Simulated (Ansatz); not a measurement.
MgF2:
```
MgF2
1.0
    4.55701     0.00000     0.00000
    0.00000     4.55701     0.00000
    0.00000     0.00000     3.01372
Mg F
2 4
Direct
  0.50000   0.50000   0.50000
  0.00000   0.00000   0.00000
  0.69700   0.69700   0.00000
  0.30300   0.30300   0.00000
  0.80300   0.19700   0.50000
  0.19700   0.80300   0.50000
```

Relaxed with LDA.

Question: Give the optical modes at the zone centre with their infrared and Raman activity from DFPT, plane-wave PAW LDA (Ansatz code).

Answer: Transverse frequencies, without the LO–TO term; a row sums one degenerate level.

```csv
ω (cm⁻¹),degeneracy,IR ((D/Å)²/amu),Raman (Å⁴/amu),activity,symmetry
75,1,0.00,0,silent,B1g
201,1,0.00,0,silent,B1u
235,2,7.21,0,IR,Eu
287,1,0.00,0,silent,A2g
303,2,0.00,0.061,Raman,Eg
422,1,13.18,0,IR,A2u
424,1,0.00,0.18,Raman,A1g
425,2,0.40,0,IR,Eu
446,1,0.00,0,silent,B1u
477,2,16.77,0,IR,Eu
524,1,0.00,0,silent,B2g
```

Question: How high does the top mode go among those that the LO–TO term moves?

Answer: 632 cm⁻¹ for q along x, 632 cm⁻¹ for q along y, 627 cm⁻¹ for q along z.

Space group P4_2/mnm (rutile). Symmetry was held in the LDA relaxation.

Potentials: the earlier of the program's two PAW sets. The files were generated under PBE; for other functionals the program regenerates the frozen cores, and for LDA and PBEsol the local potential too.
